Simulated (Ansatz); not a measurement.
An Ansatz run on MgS in the zincblende structure left the output below. Cell and atoms come from a relaxation with r2SCAN.

Structure:
```cif
data_structure
_symmetry_space_group_name_H-M 'P 1'
_symmetry_Int_Tables_number 1
_cell_length_a 4.0035
_cell_length_b 4.0035
_cell_length_c 4.0035
_cell_angle_alpha 60.000
_cell_angle_beta 60.000
_cell_angle_gamma 60.000
_cell_volume 45.37
loop_
_atom_site_label
_atom_site_type_symbol
_atom_site_fract_x
_atom_site_fract_y
_atom_site_fract_z
_atom_site_occupancy
Mg1 Mg 0.00000 0.00000 0.00000 1
S1 S 0.25000 0.25000 0.25000 1
```

Abridged output:
```
Pseudopotential: Mg, paw, valence charge 10, recommended cutoff 500 eV (meta_gga)
Pseudopotential: S, paw, valence charge 6, recommended cutoff 500 eV (meta_gga)
Functional definition: r2SCAN
Crystal: 2 atoms, lattice volume = 45.373 Å³
Basis set: ecut = 500 eV, 1139 PW (Γ)
Bands: 12, of which v1, the nominal top of the filled ones, is band 8 counted from 1 (7 counted from 0)
Symmetry: 24 space group operations
Space group: F-43m (ITA 216)
k-points: 16 of 216 (time reversal used)
preconditioner: auto → none  [insulator: Δε(μ)=4.112 eV  ℏωp=15.6 eV]
Free energy (F): -2835.512883 eV
Fermi energy:    2.837895 eV
--- G₀W₀: contour deformation, 6 samples at zero and on the imaginary axis and 2 off it, 216 q-points, 103 empty bands' worth ---
    ik  band        ε_KS         Σx   Σc(E_QP)       V_xc       Z   E_QP_lin       E_QP  E_QP is
     0     7      2.8379   -18.1053     2.0280   -15.1534  0.7869     1.9044     1.9140  root
     0     8      2.8379   -18.1053     2.0280   -15.1534  0.7869     1.9044     1.9140  root
     0     9      6.9796    -6.1719    -3.3415    -9.7715  0.8290     7.2383     7.2377  root
     0    10     11.4189    -5.2099    -3.9259    -9.8412  0.8128    12.1303    12.1243  root
     1     7      2.7481   -18.0744     2.0532   -15.0855  0.7863     1.8025     1.8125  root
     1     8      2.7481   -18.0744     2.0532   -15.0855  0.7863     1.8025     1.8125  root
     1     9      7.9628    -6.5976    -3.4342   -10.3709  0.8225     8.3029     8.3019  root
     1    10     11.1883    -5.4323    -3.9061    -9.9812  0.8112    11.8362    11.8311  root
     2     7      2.5842   -18.0402     2.1030   -14.9804  0.7851     1.6166     1.6274  root
     2     8      2.5842   -18.0402     2.1030   -14.9804  0.7851     1.6166     1.6274  root
     2     9      8.6635    -5.7785    -3.5457    -9.7485  0.8248     9.0895     9.0879  root
     2    10     11.3422    -4.5844    -3.8987    -9.1379  0.8128    12.0024    11.9969  root
     3     7      2.5088   -18.0323     2.1264   -14.9398  0.7845     1.5316     1.5427  root
     3     8      2.5088   -18.0323     2.1264   -14.9398  0.7845     1.5316     1.5427  root
     3     9      8.6395    -5.5483    -3.5237    -9.5173  0.8275     9.0866     9.0848  root
     3    10     11.0330    -4.4557    -3.8310    -8.9288  0.8158    11.6801    11.6750  root
     4     7      2.5354   -17.9034     2.1020   -14.8383  0.7851     1.5615     1.5724  root
     4     8      2.5354   -17.9034     2.1020   -14.8383  0.7851     1.5615     1.5724  root
     4     9      8.2668    -6.6865    -3.4565   -10.5044  0.8195     8.6294     8.6282  root
     4    10     10.5749    -5.1920    -3.8013    -9.6331  0.8185    11.2192    11.2147  root
     7     7      1.7859   -17.3701     2.2703   -14.0535  0.7801     0.7249     0.7396  root
     7     8      2.4945   -18.0012     2.1250   -14.9088  0.7845     1.5160     1.5271  root
     7     9      9.5662    -5.7547    -3.6767    -9.9315  0.8202    10.0689    10.0663  root
     7    10     10.1730    -4.5122    -3.7375    -8.7206  0.8135    10.6466    10.6439  root
     8     7      2.1517   -17.5856     2.1842   -14.3937  0.7828     1.1311     1.1439  root
     8     8      2.7235   -18.1208     2.0653   -15.1171  0.7859     1.7749     1.7850  root
     8     9      9.0385    -6.5693    -3.6254   -10.6017  0.8155     9.4472     9.4455  root
     8    10     10.8687    -5.4452    -3.8814    -9.9449  0.8122    11.4917    11.4871  root
     9     7      2.0187   -17.6730     2.2454   -14.4024  0.7813     0.9800     0.9936  root
     9     8      2.0187   -17.6730     2.2454   -14.4024  0.7813     0.9800     0.9936  root
     9     9      7.9595    -4.3683    -3.3647    -8.1195  0.8282     8.3474     8.3460  root
     9    10      9.5338    -5.0141    -3.5906    -9.1829  0.8263    10.1151    10.1119  root
    10     7      1.4583   -17.1586     2.3594   -13.7182  0.7775     0.3607     0.3774  root
    10     8      1.9502   -17.6695     2.2657   -14.3714  0.7808     0.9039     0.9178  root
    10     9      7.8934    -4.2151    -3.3421    -7.9538  0.8292     8.2915     8.2900  root
    10    10      9.8588    -5.3232    -3.6362    -9.5538  0.8222    10.4567    10.4532  root
  […]
```

The points are ik 0 = (0, 0, 0) (Γ), ik 1 = (0, 0, 1/6), ik 2 = (0, 0, 1/3), ik 3 = (0, 0, -1/2), ik 4 = (0, 1/6, 1/6), ik 7 = (0, 1/6, -1/3), ik 8 = (0, 1/6, -1/6), ik 9 = (0, 1/3, 1/3), ik 10 = (0, 1/3, -1/2), ik 12 = (0, -1/2, -1/2); band 8 is the last filled one.

Q: Which of these blocks stood in the input: relax, gw, phonons, dielectric, magnetization (spin_orbit)?

A: gw. The quasiparticle table needs the gw block.

Q: Which k mesh was typed?

A: 6×6×6, Γ-centred.

Q: How were the bands filled?

A: Fixed occupations.

Wall time 8 s on 1 × NVIDIA H100 80GB HBM3 with 2 threads of AMD EPYC 7R13 Processor (Zen 3), with other jobs on the host, load about 1.4 per core; peak host memory 1.3 GiB.

These are computed values for a spin-unpolarised cell that may be hypothetical; none is a measurement.
